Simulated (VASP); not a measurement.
# VASP 6.6.1 run: GaAs

INCAR

```
LWAVE = .FALSE.
EDIFF = 1E-7
ENCUT = 520
NSW = 0
GGA = PE
LCHARG = .FALSE.
LREAL = .FALSE.
SIGMA = 0.02
PREC = Accurate
LASPH = .TRUE.
IBRION = -1
NELECT = 17.5
ISMEAR = -1
ISIF = 2
NBANDS = 16
NELM = 61
```

KPOINTS

```
KPOINTS created by Atomic Simulation Environment
0
Gamma
8 8 8
0 0 0
```

POSCAR

```
Ga As
 1.0000000000000000
     0.0000000000000000    2.8897467974000000    2.7844347822000000
     2.8897467974000000    0.0000000000000000    2.7844347822000000
     2.8897467974000000    2.8897467974000000    0.0000000000000000
 Ga  As
   1   1
Cartesian
  0.0000000000000000  0.0000000000000000  0.0000000000000000
  1.4448733987000002  1.4448733987000002  1.3922173910999998
```

The recommended PBE PAW datasets give the neutral cell 18 valence electrons.

Command

```
mpirun -np 1 vasp_std
```

**Question.** Predict the outcome of this run.

**Answer.** It converged. Results: pressure -12.7 GPa.

OSZICAR

```
N       E                     dE             d eps       ncg     rms          rms(c)
DAV:   1     0.794605065730E+02    0.79461E+02   -0.80845E+03  1928   0.141E+03
DAV:   2    -0.301674733880E+01   -0.82477E+02   -0.78422E+02  2168   0.308E+02
DAV:   3    -0.959447239914E+01   -0.65777E+01   -0.65387E+01  2288   0.656E+01
DAV:   4    -0.969826163465E+01   -0.10379E+00   -0.10377E+00  2328   0.921E+00
DAV:   5    -0.969971700770E+01   -0.14554E-02   -0.14553E-02  2392   0.971E-01    0.247E+00
DAV:   6    -0.973893909169E+01   -0.39222E-01   -0.15747E-01  2584   0.817E+00    0.141E+00
DAV:   7    -0.973240775107E+01    0.65313E-02   -0.30309E-02  2488   0.128E+00    0.436E-01
DAV:   8    -0.973266387372E+01   -0.25612E-03   -0.41474E-03  2392   0.690E-01    0.118E-01
DAV:   9    -0.973282266181E+01   -0.15879E-03   -0.47639E-04  2344   0.155E-01    0.437E-02
DAV:  10    -0.973284511469E+01   -0.22453E-04   -0.39425E-05  2488   0.625E-02    0.193E-02
DAV:  11    -0.973286689874E+01   -0.21784E-04   -0.25255E-05  2144   0.256E-02    0.314E-03
DAV:  12    -0.973286757822E+01   -0.67948E-06   -0.71079E-07  2584   0.555E-03    0.197E-03
DAV:  13    -0.973286784149E+01   -0.26327E-06   -0.19789E-07  2152   0.233E-03    0.222E-04
DAV:  14    -0.973286786240E+01   -0.20916E-07   -0.43140E-09  1600   0.489E-04
   1 F= -.97328679E+01 E0= -.97318286E+01  d E =-.207853E-02
```

The cell is charged and sits in a uniform background.

For comparison, a separate PBE run of the intended cell, on usual settings and not on those above, gives a gap of 0.16 eV on its mesh and a pressure of 1.4 GPa.
